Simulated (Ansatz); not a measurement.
# V (P6_3/mmc) in Ansatz: a series of runs

Runs on V. Level: LDA. Tasks: single point, equation of state.

Everything below comes from runs of Ansatz 0.2.0. Logs are shortened: lines on timing, memory, paths and dates and some standing lists are left out, and cuts for length are marked.

### Step 1. The structure

Symmetry: P6_3/mmc, No. 194, hexagonal system. The conventional cell has a = 2.604 Å, b = 2.604 Å, c = 4.723 Å, α = 90.00°, β = 90.00°, γ = 120.00°. Around V (site symmetry -6m2) lie 12 V at 2.60 to 2.80 Å.

This isn't the form of V at room conditions, which is bcc.

### Step 2. Single point, LDA, collinear spin, ferromagnetic start, 13.04 Å³/atom (volume scaled by 0.94)

Contents of input.yaml:

```yaml
crystal:
  lattice:
    - [2.551130326, 0.0, 0.0]
    - [-1.275565163, 2.2093436706, 0.0]
    - [0.0, 0.0, 4.6269143324]
  atoms:
    - { symbol: V, position: [0.3333333333, 0.6666666667, 0.25], spin: 2.0 }
    - { symbol: V, position: [0.6666666667, 0.3333333333, 0.75], spin: 2.0 }
hamiltonian:
  xc: lda
  pseudopotentials: { kind: paw }
magnetization:
  spin_polarized: true
kpoints:
  mp_grid: { grid: [12, 12, 6] }
scf:
  occupations: { method: fermi_dirac, width: 0.05 }
output:
  forces: true
  stress: true
  eigenvalues: true
  write_density: true
  write_potential: true
  elf: true
  volumetric_format: npy
```

Potentials or basis: Ansatz PAW.

The run is started by

```sh
ansatz run input.yaml --threads 2 --pin off --max-ram 5632MiB --backend cpu --events-out ev --progress --plain --runs-dir out
```

The log of the run:

```text
Warning: RAYON_NUM_THREADS=2 ignored (pool sized by the plan → 2); use --threads N
Engine: ansatz 0.2.0, x86_64-unknown-linux-gnu
Pseudopotentials: kind: paw
Pseudopotential: V, paw, valence charge 13, recommended cutoff 420 eV (normal), V.paw.azcp
Functional definition: SPW92
  exchange = slater_x
  correlation = pw_c
Crystal: 2 atoms, lattice volume = 26.079 Å³
Basis set: ecut = 420 eV, 513 PW (Γ)
Bands: 19, of which v1, the nominal top of the filled ones, is band 13 counted from 1 (12 counted from 0)
Symmetry: 24 space group operations
Space group: P63/mmc (ITA 194), of the structure as read, at distance tolerance 3.0e-5 Å
Magnetic group: BNS 194.263 (UNI 1493), of the structure as read, at distance tolerance 3.0e-5 Å
k-points: 76 of 864
Non-local potential: V, projectors of the file, l = 0: 3, l = 1: 2, l = 2: 3, l = 3: 1
PAW form: soft (Blöchl's): semilocal exchange-correlation on the pseudo side does not see the compensation charge
PAW frozen core: V, regenerated for the run's functional, and the local potential with it (the file was generated under x = pbe(κ = 0.804, μ = 0.2195149727645171), c = pbe(β = 0.06672455060314922))
PAW one-centre angular grid: V, 590 points (default); XC on 64 Gauss nodes
Initial density: superposition of atomic densities (chi_scale 0.1, normalization cell)
Starting moments: Σ|m| = 4 μB on 2 of 2 sites
Initial wavefunctions: pseudopotential atomic-orbital guess
Functional: x = slater, c = lda
SCF iter   1: F=—  HF=-5721.729107 eV  |F-HF|=—  |Δ(HF+E_count)|=         —  Δρ=1.68e-1 (↑1.68e-1 ↓9.01e-2)  dr2=2.08e0  dr2_m=3.78e0  M=0.740 μB ∫|m|=0.740 μB  β_m=0.30  ethr=3.10e-3  ⟨swp⟩=3.8  Hψ=10601  notcnv=0
Mixer restart at iter 1: flushing history
preconditioner: auto → none  [metal: Δε(μ)=0.013 eV  Ē_g=5.066 eV  σ=0.050 eV  W_gap=0.07  n_scr=4 (ndim 8)  ℏωp=23.0 eV  f_vac=0.000  D(μ)=3.08/eV (n_scr^D=36)  sad-step TF]
SCF iter   2: F=—  HF=-5720.309518 eV  |F-HF|=—  |Δ(HF+E_count)|=    1.42e0  Δρ=1.13e-1 (↑1.13e-1 ↓7.38e-2)  dr2=6.19e-1  dr2_m=2.00e0  M=0.630 μB ∫|m|=0.630 μB  β_m=0.63  ethr=3.10e-3  ⟨swp⟩=2.8  Hψ=5893  notcnv=0  defer=70
SCF iter   3: F=—  HF=-5720.402100 eV  |F-HF|=—  |Δ(HF+E_count)|=   9.26e-2  Δρ=3.04e-2 (↑3.04e-2 ↓1.19e-2)  dr2=1.10e-1  dr2_m=9.62e-2  M=0.145 μB ∫|m|=0.145 μB  β_m=0.61  ethr=2.38e-3  ⟨swp⟩=2.0  Hψ=4019  notcnv=0  defer=70
SCF iter   4: F=—  HF=-5720.380214 eV  |F-HF|=—  |Δ(HF+E_count)|=   2.19e-2  Δρ=3.89e-3 (↑1.66e-3 ↓3.89e-3)  dr2=3.67e-3  dr2_m=9.67e-4  M=0.022 μB ∫|m|=0.022 μB  β_m=0.81  ethr=4.24e-4  ⟨swp⟩=2.7  Hψ=5967  notcnv=0  defer=54
SCF iter   5: F=—  HF=-5720.376340 eV  |F-HF|=—  |Δ(HF+E_count)|=   3.87e-3  Δρ=1.55e-3 (↑7.00e-4 ↓1.55e-3)  dr2=2.24e-4  dr2_m=2.81e-4  M=-0.003 μB ∫|m|=0.003 μB  β_m=0.77  ethr=1.41e-5  ⟨swp⟩=2.2  Hψ=5599  notcnv=0  defer=45
SCF iter   6: F=—  HF=-5720.376521 eV  |F-HF|=—  |Δ(HF+E_count)|=   1.81e-4  Δρ=2.22e-4 (↑1.10e-4 ↓2.22e-4)  dr2=4.54e-6  dr2_m=6.06e-6  M=0.000 μB ∫|m|=0.001 μB  β_m=0.84  ethr=8.60e-7  ⟨swp⟩=2.5  Hψ=4809  notcnv=0  defer=45
SCF iter   7: F=—  HF=-5720.376526 eV  |F-HF|=—  |Δ(HF+E_count)|=   5.46e-6  Δρ=2.18e-5 (↑1.48e-5 ↓2.18e-5)  dr2=1.02e-7  dr2_m=5.12e-8  M=0.000 μB ∫|m|=0.000 μB  β_m=0.89  ethr=1.74e-8  ⟨swp⟩=2.5  Hψ=4802  notcnv=0  defer=45
SCF iter   8: F=—  HF=-5720.376527 eV  |F-HF|=—  |Δ(HF+E_count)|=   1.08e-7  Δρ=6.45e-6 (↑6.45e-6 ↓4.08e-6)  dr2=6.69e-9  dr2_m=5.05e-9  M=0.000 μB ∫|m|=0.000 μB  β_m=0.92  ethr=3.92e-10  ⟨swp⟩=2.5  Hψ=4761  notcnv=0  defer=45
SCF iter   9: F=—  HF=-5720.376527 eV  |F-HF|=—  |Δ(HF+E_count)|=   5.49e-9  Δρ=7.55e-7 (↑7.55e-7 ↓6.46e-7)  dr2=3.32e-10  dr2_m=3.17e-11  M=0.000 μB ∫|m|=0.000 μB  β_m=0.96  ethr=2.57e-11  ⟨swp⟩=2.1  Hψ=3866  notcnv=0  defer=45
SCF iter  10: F=-5720.376527 eV  HF=-5720.376527 eV  |F-HF|=8.19e-12  |Δ(HF+E_count)|=  2.23e-10  Δρ=9.68e-8 (↑9.58e-8 ↓9.68e-8)  dr2=6.66e-12  dr2_m=1.56e-13  M=-0.000 μB ∫|m|=0.000 μB  ethr=1.28e-12  ⟨swp⟩=4.0  Hψ=11965  notcnv=0
SCF 1 converged in 10 iterations: F = -5720.376527 eV  dr2 = 6.66e-12
the search or the solves at the SCF's close seem to have found levels that the self-consistency loop had missed (the run counts 2). By its estimate they hold under 1e-12 electrons; where the run keeps them, the occupations were computed again with them
WARN: the starting moments were not kept: the SCF closed with an absolute magnetisation of 5.9e-7 μB, where they sum to 4 μB in size (2 sites). That is at most 0.1 of that sum. Measured as dr2_m measures the in/out step, that magnetisation stands 7.5e-14 eV from none, at or under the dr2_threshold of 1.0e-7 eV: it is no larger than a step whose dr2_m would equal this threshold. The system may hold no moment; this SCF shows only that its start led to no more than that. To try another start: raise the starting moments (crystal.atoms[].spin, magnetization.per_species, magnetization.initial_magnetization, or on a non-collinear deck that types none of these the spinor_matrix: blocks that start its atoms; where the total moment is fixed, keep their sum and leave initial_magnetization as it is; typed ones take the place of any that the run laid by itself, positive ones on a crystal's lanthanoids without a Hubbard term where scf.initial_density.shell_occupations: [] is typed) or, if the notice of its spin-set hold's release reads "site moments contracting" or "site moments show no strong build", lengthen the hold (scf.mixing.spin_hold: { on: { confirm: 4 } }; for m-r²SCAN on two components see the key's manual first). Each may lead to a state that holds a moment. A second SCF, from the converged charge density, with the starting moments and any scf.initial_density.shell_occupations laid on it anew, would have followed, and was not run: the deck does not ask for one (magnetization.retry_lost_moments is false, the default). To let it run, set magnetization.retry_lost_moments: true and run the deck again, where that key's refused combinations let it; where memory then withholds it, that run's warning says so.
SCF converged after 10 iterations
Magnetization: -0.0000 μB (13.0000 up, 13.0000 down)
Absolute magnetization: 0.0000 μB (∫|ρ↑−ρ↓|, with the PAW one-centre terms)
Spin contamination: 0.0000 ħ² per cell (⟨S²⟩ above its minimum at these occupations)
Per-site moments (μB) at R_I (Å): [(-2.2036146695249947e-7, 1.0523412594557389), (-2.2036146707913556e-7, 1.0523412594557389)]
Free energy (F): -5720.376527 eV
Harris-Foulkes:  -5720.376527 eV  (|F-HF|=8.19e-12)
Internal energy: -5720.354408 eV  (E = F + TS)
E sigma→0 (E₀):  -5720.365467 eV
Entropy (-TS):   -0.022119 eV (-11.059 meV/atom)
Fermi energy:    17.188444 eV
--- Per-component energies (eV) ---
  E_band       = -273.001400
  E_kinetic    = 675.102221
  E_local      = -1764.232732  (includes V_loc(G=0)·N_el)
  E_nonlocal   = -80.249427
  E_hartree    = 812.797407
  E_xc         = -259.370778
  E_vxc        = -330.686757  (∫ρ·V_xc dr)
  E_paw        = -2124.026266  (= ΣΔE_a)
  E_vpaw       = -398.530148  (= ΣTr[D̂ρ^β])
  E_aug_tail   = 0.000503  (compensation charges beyond the density's cutoff)
  E_ewald      = -2981.067636
  E_core_change = 0.692300  (= ΣΔE_core)
  E_smearing   = -0.022119  (= −TS)
  E_closure    = 0.000000  (closes the sum)
  Σ components = -5720.376527   (vs F -5720.376527, Δ=0.00e0)
--- Forces (eV/Å), atoms counted from 1 ---
  atom   1  V      0.00000000    -0.00000000     0.00000000
  atom   2  V     -0.00000000     0.00000000     0.00000000
  max |Σ_I F_I| component: 9.25e-18 eV/Å
--- Stress (GPa, compression-positive) ---
       -3.018451       0.000000       0.000000
       -0.000000      -3.018451       0.000000
        0.000000       0.000000      -1.216709
  P = ⅓ Tr σ = -2.4179 GPa (-24.179 kbar)
--- Band table (eV; the first three rows and the last of 152) ---
  k-point 0 ↑: bands = ["-46.1569", "-46.0127", "-20.6520", "-19.8508", "-19.6903", "-19.6903", "-19.6196", "-19.6196", "10.2573", "13.6135", "16.5280", "17.1597", "17.5024", "17.5024", "17.8463", "17.8463", "19.1157", "19.1157", "20.2686"]
  k-point 1 ↑: bands = ["-46.1474", "-46.0225", "-20.6001", "-19.9064", "-19.6856", "-19.6856", "-19.6244", "-19.6244", "10.4929", "13.4970", "16.4469", "16.7801", "17.4859", "17.4859", "17.7909", "17.7909", "19.2382", "19.2382", "20.2321"]
  k-point 2 ↑: bands = ["-46.1212", "-46.0491", "-20.4571", "-20.0568", "-19.6727", "-19.6727", "-19.6373", "-19.6373", "11.1569", "13.0056", "16.2240", "16.2526", "17.4806", "17.4806", "17.6633", "17.6633", "19.5304", "19.5304", "20.1007"]
  k-point 75 ↓: bands = ["-45.8437", "-45.8437", "-20.4838", "-20.4838", "-20.3889", "-20.3889", "-19.9637", "-19.9637", "15.4512", "15.4512", "15.4685", "15.4685", "16.6281", "16.6281", "18.1789", "18.1789", "20.3197", "20.3197", "25.8530"]
```

rho_z.tsv:

```text
# z_ang	rho[e/angstrom^3]	rho_spin[e/angstrom^3]
# format = ansatz-planar-average/11
# lattice	2.551130326	0.000000000	0.000000000
# lattice	-1.275565163	2.209343671	0.000000000
# lattice	0.000000000	0.000000000	4.626914332
# sites	2
# site	23	0.000000000	1.472895780	1.156728583
# site	23	1.275565163	0.736447890	3.470185749
0.000000	2.485249e-1	-3.771583e-8
0.144591	2.592399e-1	-3.931337e-8
0.289182	3.011115e-1	-4.387195e-8
0.433773	4.179791e-1	-5.259157e-8
0.578364	6.797238e-1	-6.679763e-8
0.722955	1.125771e0	-7.886303e-8
[... 24 lines left out ...]
4.337732	3.011115e-1	-4.387195e-8
4.482323	2.592399e-1	-3.931337e-8
```

v_z.tsv:

```text
# z_ang	v_es[eV]	v_tot_up[eV]	v_tot_dn[eV]
# format = ansatz-planar-average/11
# xc	lda
# density_cutoff_ev	1680
# datasets	V=:simpson_from_first_knot:soft:shift=-1614230
# lattice	2.551130326	0.000000000	0.000000000
# lattice	-1.275565163	2.209343671	0.000000000
# lattice	0.000000000	0.000000000	4.626914332
# sites	2
# site	23	0.000000000	1.472895780	1.156728583
# site	23	1.275565163	0.736447890	3.470185749
0.000000	1.692594e1	6.580557e0	6.580556e0
0.144591	1.641622e1	5.951490e0	5.951490e0
0.289182	1.448055e1	3.619643e0	3.619642e0
0.433773	1.121942e1	-3.678484e-1	-3.678491e-1
0.578364	7.733992e0	-4.869160e0	-4.869160e0
0.722955	4.953262e0	-8.792271e0	-8.792271e0
[... 24 lines left out ...]
4.337732	1.448055e1	3.619643e0	3.619642e0
4.482323	1.641622e1	5.951490e0	5.951490e0
```

Wall time 2.3 s (2 threads of Intel Xeon Platinum 8488C (Sapphire Rapids), shared host); peak memory 0.4 GiB.

Results:

```yaml
Free_energy: -5720.3765 eV
Pressure: -2.4 GPa
Band_gap_on_the_k_mesh: none (metal or under the smearing width)
Net_moment: 0.00 μB per cell
Absolute_moment: 0.00 μB per cell
```

Caveat: the PAW data sets come from PBE, with cores solved anew for the run's functional, which leaves a small shift of forces and pressure; the starting moments weren't kept.

### Step 3. Single point, LDA, collinear spin, ferromagnetic start, 13.32 Å³/atom (volume scaled by 0.96)

Changes to input.yaml since step 2:

```diff
@@ -2,5 +2,5 @@
   lattice:
-    - [2.551130326, 0.0, 0.0]
-    - [-1.275565163, 2.2093436706, 0.0]
-    - [0.0, 0.0, 4.6269143324]
+    - [2.5690966245, 0.0, 0.0]
+    - [-1.2845483122, 2.2249029415, 0.0]
+    - [0.0, 0.0, 4.6594993097]
   atoms:
@@ -21,5 +21 @@
   eigenvalues: true
-  write_density: true
-  write_potential: true
-  elf: true
-  volumetric_format: npy
```

Potentials or basis: Ansatz PAW.

The run is started by

```sh
ansatz run input.yaml --threads 2 --pin off --max-ram 5632MiB --backend cpu --events-out ev --progress --plain --runs-dir out
```

Run time: 2.3 s. Hardware: 2 threads of Intel Xeon Platinum 8488C (Sapphire Rapids), shared host; peak memory 0.4 GiB.

Results (log left out):

* Free energy: -5720.3614 eV
* Pressure: -6.3 GPa
* Band gap on the k mesh: none (metal or under the smearing width)
* Net moment: 0.00 μB per cell
* Absolute moment: 0.00 μB per cell

Caveat: the PAW data sets come from PBE, with cores solved anew for the run's functional, which leaves a small shift of forces and pressure; the starting moments weren't kept.

### Step 4. Single point, LDA, collinear spin, ferromagnetic start, 13.59 Å³/atom (volume scaled by 0.98)

Changes to input.yaml since step 3:

```diff
@@ -2,5 +2,5 @@
   lattice:
-    - [2.5690966245, 0.0, 0.0]
-    - [-1.2845483122, 2.2249029415, 0.0]
-    - [0.0, 0.0, 4.6594993097]
+    - [2.5868150921, 0.0, 0.0]
+    - [-1.293407546, 2.2402475846, 0.0]
+    - [0.0, 0.0, 4.6916348032]
   atoms:
```

The run is started by

```sh
ansatz run input.yaml --threads 2 --pin off --max-ram 5632MiB --backend cpu --events-out ev --progress --plain --runs-dir out
```

Wall time 2.3 s (2 threads of Intel Xeon Platinum 8488C (Sapphire Rapids), shared host); peak memory 0.4 GiB.

Results (log left out):

```yaml
Free_energy: -5720.3335 eV
Pressure: -9.8 GPa
Band_gap_on_the_k_mesh: none (metal or under the smearing width)
Net_moment: 0.00 μB per cell
Absolute_moment: 0.00 μB per cell
```

Caveat: the PAW data sets come from PBE, with cores solved anew for the run's functional, which leaves a small shift of forces and pressure; the starting moments weren't kept.

### Step 5. Single point, LDA, collinear spin, ferromagnetic start, 13.87 Å³/atom

Changes to input.yaml since step 4:

```diff
@@ -2,5 +2,5 @@
   lattice:
-    - [2.5868150921, 0.0, 0.0]
-    - [-1.293407546, 2.2402475846, 0.0]
-    - [0.0, 0.0, 4.6916348032]
+    - [2.6042941027, 0.0, 0.0]
+    - [-1.3021470513, 2.2553848518, 0.0]
+    - [0.0, 0.0, 4.723336]
   atoms:
@@ -21 +21,5 @@
   eigenvalues: true
+  write_density: true
+  write_potential: true
+  elf: true
+  volumetric_format: npy
```

The run is started by

```sh
ansatz run input.yaml --threads 2 --pin off --max-ram 5632MiB --backend cpu --events-out ev --progress --plain --runs-dir out
```

Run time: 2.5 s. Hardware: 2 threads of Intel Xeon Platinum 8488C (Sapphire Rapids), shared host; peak memory 0.4 GiB.

It converged, with:

- Free energy: -5720.2942 eV
- Pressure: -12.9 GPa
- Band gap on the k mesh: none (metal or under the smearing width)
- Net moment: 0.00 μB per cell
- Absolute moment: 0.00 μB per cell

Caveat: the PAW data sets come from PBE, with cores solved anew for the run's functional, which leaves a small shift of forces and pressure; the starting moments weren't kept.

### Step 6. Single point, LDA, collinear spin, ferromagnetic start, 14.15 Å³/atom (volume scaled by 1.02)

Changes to input.yaml since step 5:

```diff
@@ -2,5 +2,5 @@
   lattice:
-    - [2.6042941027, 0.0, 0.0]
-    - [-1.3021470513, 2.2553848518, 0.0]
-    - [0.0, 0.0, 4.723336]
+    - [2.6215415862, 0.0, 0.0]
+    - [-1.310770793, 2.2703216106, 0.0]
+    - [0.0, 0.0, 4.7546172825]
   atoms:
@@ -21,5 +21 @@
   eigenvalues: true
-  write_density: true
-  write_potential: true
-  elf: true
-  volumetric_format: npy
```

Potentials or basis: Ansatz PAW.

The run is started by

```sh
ansatz run input.yaml --threads 2 --pin off --max-ram 5632MiB --backend cpu --events-out ev --progress --plain --runs-dir out
```

It took 2.5 s on 2 threads of Intel Xeon Platinum 8488C (Sapphire Rapids), shared host; peak memory 0.4 GiB.

Results (log left out):

- Free energy: -5720.2446 eV
- Pressure: -15.7 GPa
- Band gap on the k mesh: none (metal or under the smearing width)
- Net moment: 0.00 μB per cell
- Absolute moment: 0.00 μB per cell

Caveat: the PAW data sets come from PBE, with cores solved anew for the run's functional, which leaves a small shift of forces and pressure; the starting moments weren't kept.

### Step 7. Single point, LDA, collinear spin, ferromagnetic start, 14.43 Å³/atom (volume scaled by 1.04)

Changes to input.yaml since step 6:

```diff
@@ -2,5 +2,5 @@
   lattice:
-    - [2.6215415862, 0.0, 0.0]
-    - [-1.310770793, 2.2703216106, 0.0]
-    - [0.0, 0.0, 4.7546172825]
+    - [2.6385650605, 0.0, 0.0]
+    - [-1.3192825302, 2.2850643718, 0.0]
+    - [0.0, 0.0, 4.7854922858]
   atoms:
```

The run is started by

```sh
ansatz run input.yaml --threads 2 --pin off --max-ram 5632MiB --backend cpu --events-out ev --progress --plain --runs-dir out
```

Run time: 2.5 s. Hardware: 2 threads of Intel Xeon Platinum 8488C (Sapphire Rapids), shared host; peak memory 0.41 GiB.

It converged, with:

- Free energy: -5720.1858 eV
- Pressure: -18.2 GPa
- Band gap on the k mesh: none (metal or under the smearing width)
- Net moment: 0.00 μB per cell
- Absolute moment: 0.00 μB per cell

Caveat: the PAW data sets come from PBE, with cores solved anew for the run's functional, which leaves a small shift of forces and pressure; the starting moments weren't kept.

### Step 8. Single point, LDA, collinear spin, ferromagnetic start, 14.70 Å³/atom (volume scaled by 1.06)

Changes to input.yaml since step 7:

```diff
@@ -2,5 +2,5 @@
   lattice:
-    - [2.6385650605, 0.0, 0.0]
-    - [-1.3192825302, 2.2850643718, 0.0]
-    - [0.0, 0.0, 4.7854922858]
+    - [2.6553716605, 0.0, 0.0]
+    - [-1.3276858302, 2.2996193144, 0.0]
+    - [0.0, 0.0, 4.8159739502]
   atoms:
```

The run is started by

```sh
ansatz run input.yaml --threads 2 --pin off --max-ram 5632MiB --backend cpu --events-out ev --progress --plain --runs-dir out
```

It took 2.6 s on 2 threads of Intel Xeon Platinum 8488C (Sapphire Rapids), shared host; peak memory 0.41 GiB.

Results (log left out):

```yaml
Free_energy: -5720.1187 eV
Pressure: -20.5 GPa
Band_gap_on_the_k_mesh: none (metal or under the smearing width)
Net_moment: 0.00 μB per cell
Absolute_moment: 0.00 μB per cell
```

Caveat: the PAW data sets come from PBE, with cores solved anew for the run's functional, which leaves a small shift of forces and pressure; the starting moments weren't kept.

### Step 9. Equation of state, LDA, collinear spin, ferromagnetic start

Potentials or basis: Ansatz PAW.

No new run: the results of the series are fitted here.

What came out:

* Equilibrium volume: 12.88 Å³/atom (rough: see the caveat)
* Bulk modulus at fixed shape and positions: 201 GPa (rough)

Energy against volume, from the lowest point:
```
volume (Å³/atom)  energy (meV/atom)
          13.039               0.00
          13.317               7.58
          13.594              21.51
          13.872              41.16
          14.149              65.95
          14.427              95.35
          14.704             128.92
```

Caveat: the minimum lies outside the volumes run; the cell was scaled at fixed shape and fractional positions, which overstates the stiffness of a crystal with free parameters, most of all of layers and chains.
